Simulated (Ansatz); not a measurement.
## Choice of functional: Li

```xyz
2
Lattice="3.0544 0.0000 0.0000 -1.5272 2.6452 0.0000 0.0000 0.0000 4.9952" Properties=species:S:1:pos:R:3 pbc="T T T"
Li    0.0000    1.7635    1.2488
Li    1.5272    0.8817    3.7464
```

Atoms are numbered in the order listed.

The conventional cell has a = 3.054 Å, b = 3.054 Å, c = 4.995 Å, α = 90.00°, β = 90.00°, γ = 120.00°. Li (atom 1) is surrounded by 12 Li at 3.05 to 3.06 Å.

The cell was built from the hcp type and relaxed in the same program, and has space group P6_3/mmc; it needn't be a known or the stable phase.

One fixed cell is solved with several functionals by PAW with the default files in Ansatz 0.2.0, scalar-relativistically. A positive pressure means that the functional wants a larger cell.

The PAW files were made with PBE; their cores are remade for each functional.

The runs use a Γ-centred 16×16×9 k mesh, Fermi–Dirac smearing of 0.05 eV, cutoff 420 eV, no spin polarisation.

Cutoffs: PBE 420 eV, LDA 420 eV, PBEsol 420 eV, r²SCAN 500 eV.

| setting | P (GPa) | lowest level at Γ above −25 eV, from the valence-band top or, without a gap, the Fermi level (eV) |
| --- | --- | --- |
| PBE | 0.02 | -3.57 |
| LDA | -0.85 | -3.51 |
| PBEsol | 0.01 | -3.56 |
| r²SCAN | ? | ? |

Problem. Fill in "lowest level at Γ above −25 eV, from the valence-band top or, without a gap, the Fermi level (eV)" for the row "r²SCAN".

Solution. -3.93.

Problem. Fill in "P (GPa)" for the row "r²SCAN".

Solution. 0.53.
